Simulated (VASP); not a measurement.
Crystal: In.

```
In
1.0
     1.86180   -2.55116    0.00000
     1.86180    2.55116    0.00000
     0.00000    0.00000    5.82454
In
2
Direct
  0.35489 0.64511 0.25000
  0.64511 0.35489 0.75000
```

The cell was built by a generator and needn't be a form met in nature.

- Program: VASP 6.6.1
- Task: relaxation of cell and atoms
- Functional: PBE
- Potentials or basis: VASP PAW PBE potentials, release 64 (In_d)
- Cutoff: 600 eV
- k mesh: 6 × 6 × 4
- Occupations: gaussian, width 0.1 eV
- Spin: no spin polarisation

At the start: pressure 0.4 GPa; volume 27.67 Å³/atom.

How do energy, volume and symmetry change on relaxing?

Over 11 steps the energy falls by 54.6 meV/atom and the volume is 27.54 Å³/atom (-0.4 %); space group Cmcm (No. 63, to 0.05 Å).

The path:
```
step  energy change (eV)  largest force (eV/Å)  pressure (GPa)  volume (Å³)
   1              0.0000                0.0498            0.37        55.33
   2             -0.0172                0.0510            0.02        55.83
   3             -0.0630                0.0416           -0.73        57.11
   4             -0.0654                0.0043           -2.11        59.19
   5             -0.0838                0.0281           -1.66        58.26
   6             -0.0837                0.0373           -1.38        57.78
   7             -0.0977                0.0320           -1.16        57.13
   8             -0.1025                0.0237           -0.83        56.41
   9             -0.1027                0.0252           -0.91        56.52
  10             -0.1076                0.0281           -0.42        55.81
  11             -0.1093                0.0316            0.05        55.09
```

Final structure:
```yaml
crystal:
  lattice:
    - [1.71074, -2.83589, 0.00000]
    - [1.71074, 2.83589, 0.00000]
    - [0.00000, 0.00000, 5.67750]
  atoms:
    - { symbol: In, position: [0.35123, 0.64877, 0.25000] }
    - { symbol: In, position: [0.64877, 0.35123, 0.75000] }
```
